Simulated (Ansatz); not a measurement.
InAs:

```xyz
2
Lattice="0.0000 2.8773 2.8773 2.8773 0.0000 2.8773 2.8773 2.8773 0.0000" Properties=species:S:1:pos:R:3 pbc="T T T"
In    2.8773    2.8773    2.8773
As    0.0000    0.0000    0.0000
```

Measurements of this composition are mostly on another form, of space group No. 216.

- Program: Ansatz 0.2.0
- Task: relaxation of cell and atoms
- Functional: HSEsol
- Potentials or basis: Ansatz PAW
- Cutoff: 420 eV (not typed: the program's choice for these potentials)
- k mesh: 4 × 4 × 4
- Occupations: fermi-dirac, width 0.05 eV
- Spin: no spin polarisation

At the start: volume 23.82 Å³/atom.

Problem. Where does the relaxation end?

Solution. It ends after 6 steps and the volume is 22.17 Å³/atom (-6.9 %); space group Fm-3m (No. 225, to 0.05 Å).

Step by step:
```csv
step,energy change (eV),largest force (eV/Å),volume (Å³)
1,0.0000,0.0000,47.64
2,-0.0241,0.0000,42.65
3,-0.0397,0.0000,44.78
4,-0.0406,0.0000,44.45
5,-0.0407,0.0000,44.34
6,-0.0398,0.0000,44.34
```

Final structure:
```
In As
1.0
     0.00000    2.80933    2.80933
     2.80933    0.00000    2.80933
     2.80933    2.80933    0.00000
In As
1 1
Direct
  0.50000 0.50000 0.50000
  0.00000 0.00000 0.00000
```

Caveat: the k mesh is coarse (spacing up to 0.47 Å⁻¹), so the values aren't converged, least of all with exact exchange; the plane-wave basis is chosen anew once the cell has moved, so the energies of steps on either side of that aren't comparable; the PAW data sets come from PBE, with cores solved anew for the run's functional, which leaves a small shift of forces and pressure.
